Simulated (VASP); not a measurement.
Crystal: Hf.

```
Hf
1.0
     0.00000    2.23527    2.23527
     2.23527    0.00000    2.23527
     2.23527    2.23527    0.00000
Hf
1
Direct
  0.00000 0.00000 0.00000
```

This isn't the form of Hf at room conditions, which is hcp.

```yaml
Program: VASP 6.6.1
Task: relaxation of cell and atoms
Functional: PBEsol
Potentials_or_basis: VASP PAW PBE potentials, release 64 (Hf_pv)
Cutoff: 600 eV
k_mesh: 16 × 16 × 16
Occupations: gaussian, width 0.1 eV
Spin: no spin polarisation
```

At the start: pressure -4.0 GPa; volume 22.34 Å³/atom.

**Question.** Where does the relaxation end?

**Answer.** Over 3 steps the energy falls by 11.1 meV/atom and the volume is 21.48 Å³/atom (-3.8 %); space group Fm-3m (No. 225, to 0.05 Å).

The path:
```
step  energy change (eV)  largest force (eV/Å)  pressure (GPa)  volume (Å³)
   1              0.0000                0.0000           -3.99        22.34
   2              0.0023                0.0000            4.98        20.59
   3             -0.0111                0.0000           -0.03        21.48
```

Final structure:
```cif
data_structure
_symmetry_space_group_name_H-M 'P 1'
_symmetry_Int_Tables_number 1
_cell_length_a 3.1202
_cell_length_b 3.1202
_cell_length_c 3.1202
_cell_angle_alpha 60.000
_cell_angle_beta 60.000
_cell_angle_gamma 60.000
_cell_volume 21.48
loop_
_atom_site_label
_atom_site_type_symbol
_atom_site_fract_x
_atom_site_fract_y
_atom_site_fract_z
_atom_site_occupancy
Hf1 Hf 0.00000 0.00000 0.00000 1
```

Caveat: the PAW data sets were made with another functional, which shifts forces and pressure a little.
